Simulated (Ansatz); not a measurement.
# A series in volume per atom on Nb

Results calculated with Ansatz 0.2.0 development build, not measured. Equation of state of a cubic crystal from periodic Kohn-Sham density functional theory without spin; pressure corrected for the finite basis.

Cell of the first row (space group Fd-3m, No. 227):
```
Nb
1.0
      0.0000     2.8954     2.8954
      2.8954     0.0000     2.8954
      2.8954     2.8954     0.0000
Nb
2
Direct
  0.00000 0.00000 0.00000
  0.25000 0.25000 0.25000
```

Settings of every row: formula Nb; structure type diamond; functional PBE; spin treatment none; k mesh 16x16x16; occupation method fermi-dirac; occupation width 0.061225619 eV; wave cutoff 700 eV; datasets hard PAW; density cutoff ratio 4.

Limits: a cubic model structure, not a phase known at ambient conditions; some atoms lie unusually close (a squeezed, shaken or made-up cell); the SCF threshold is loose for a stress in some rows.

```csv
row,volume per atom (Å³),pressure (GPa),energy above lowest point (meV/atom)
1,24.274,4.577,20.28
2,24.791,2.839,8.38
3,25.307,?,?
4,25.823,-0.131,0
5,26.34,-1.383,2.48
6,26.856,-2.506,8.78
7,27.373,-3.52,18.52
```

Question: what pressure and energy above lowest point should row 3 give?

Worked fit of pressure. Take u = (V_r/V)^(2/3) − 1 with V_r = 26.081 Å³ an atom, which is twice the finite (Eulerian) strain; such expansions in the strain, on which the Birch-Murnaghan equation of state is built, carry the rest volume and the bulk modulus. The shown rows have u = 0.04903, 0.0344, 0.00665, -0.00657, -0.01933, -0.03172. Least squares give pressure = −0.7721 + 95.373 × u + 279.47 × u² GPa; a straight line predicts inner rows, each left out in turn, worse (root mean square 0.18 against 0.0068 GPa). The rows lie off it by 0.001, 0.000, -0.005, 0.004, 0.005, -0.004 (root mean square 0.0037 GPa). The pressure vanishes at u = 0.0079, or V = 25.77 Å³ an atom, and there the bulk modulus at fixed shape and fractions is B = −V dP/dV = (2/3)(1 + u) dP/du = 67.1 GPa. The withheld row has u = 0.02029, so the fit gives −0.7721 + 95.373 × (0.02029) + 279.47 × (0.02029)² = 1.278 GPa.

The calculation gave 1.271 GPa. The fit lies 0.007 GPa (0.086 % of the column's range) above it; its largest miss of a shown row is 0.005 GPa.

Worked fit of energy above lowest point. Take u = (V_r/V)^(2/3) − 1 with V_r = 26.081 Å³ an atom, which is twice the finite (Eulerian) strain; such expansions in the strain, on which the Birch-Murnaghan equation of state is built, carry the rest volume and the bulk modulus. The shown rows have u = 0.04903, 0.0344, 0.00665, -0.00657, -0.01933, -0.03172. Least squares give energy above lowest point = 0.733 − 188.26 × u + 11834.2 × u² + 2803 × u³ meV/atom; a parabola predicts inner rows, each left out in turn, worse (root mean square 0.057 against 0.012 meV/atom). The rows lie off it by 0.00, 0.00, -0.01, 0.00, 0.01, 0.00. Its lowest point lies at u = 0.0079, or V = 25.77 Å³ an atom, and the curvature there gives the bulk modulus at fixed shape and fractions, B = (4/9)(1 + u)² E″(u)/V = 66.8 GPa. The withheld row has u = 0.02029, so the fit gives 0.733 − 188.26 × (0.02029) + 11834.2 × (0.02029)² + 2803 × (0.02029)³ = 1.81 meV/atom.

The calculation gave 1.8 meV/atom. The fit lies 0.01 meV/atom (0.049 % of the column's range) above it, one unit of the last digit.
